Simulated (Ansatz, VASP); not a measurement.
**F in VASP and in Ansatz**

File INCAR:

```
PREC = Accurate ; ENCUT = 520
EDIFF = 1E-7 ; ISMEAR = -1
SIGMA = 0.05 ; LREAL = F
LASPH = T ; NELM = 80
ALGO = Normal ; ISIF = 2
LWAVE = F ; LCHARG = F
GGA = CA ; NBANDS = 10
```

The input KPOINTS:

```
Automatic mesh
0
Gamma
  17 17 17
```

File POSCAR:

```
F
1.0
    0.0000000000      1.2363148658      1.2363148658
    1.2363148658      0.0000000000      1.2363148658
    1.2363148658      1.2363148658      0.0000000000
F
1
Direct
    0.0000000000      0.0000000000      0.0000000000
```

Input for Ansatz:

```yaml
crystal:
  lattice:
    - [0.0, 1.2363148658, 1.2363148658]
    - [1.2363148658, 0.0, 1.2363148658]
    - [1.2363148658, 1.2363148658, 0.0]
  atoms:
    - { symbol: F, position: [0.0, 0.0, 0.0] }
kpoints:
  mp_grid: { grid: [17, 17, 17] }
scf:
  occupations: { method: fermi_dirac, width: 0.05 }
hamiltonian:
  xc: lda
  pseudopotentials: { kind: all_electron, lapw: { basis_error: 0.001 } }
output:
  forces: true
  stress: true
  eigenvalues: true
  populations: true
```

Change from the starting cell: volume scaled by 0.45, LAPW.

Alike in both runs: task single point; functional LDA; k mesh 17 × 17 × 17; occupations fermi-dirac, width 0.05 eV; no spin polarisation.

|  | VASP | Ansatz |
| --- | --- | --- |
| version | VASP 6.6.1 | Ansatz 0.2.0 |
| potentials or method | VASP PAW LDA potentials, release 64 (F) | all-electron LAPW, scalar-relativistic |
| plane-wave cutoff (eV) | 520 | see its input |

|  | VASP | Ansatz | Ansatz less VASP |
| --- | --- | --- | --- |
| pressure (GPa) | 562.0 | 560.8 | -1.19 |

Ansatz ran all-electron here, so the differences hold the error of VASP's frozen core and of both bases.

Caveats: the cell as given lies far from equilibrium; so large a pressure means that the cell lies far from this level's equilibrium, or that cutoff or potentials fall short (VASP); an odd number of electrons without spin polarisation forces a metal; a magnetic or distorted state may lie lower.
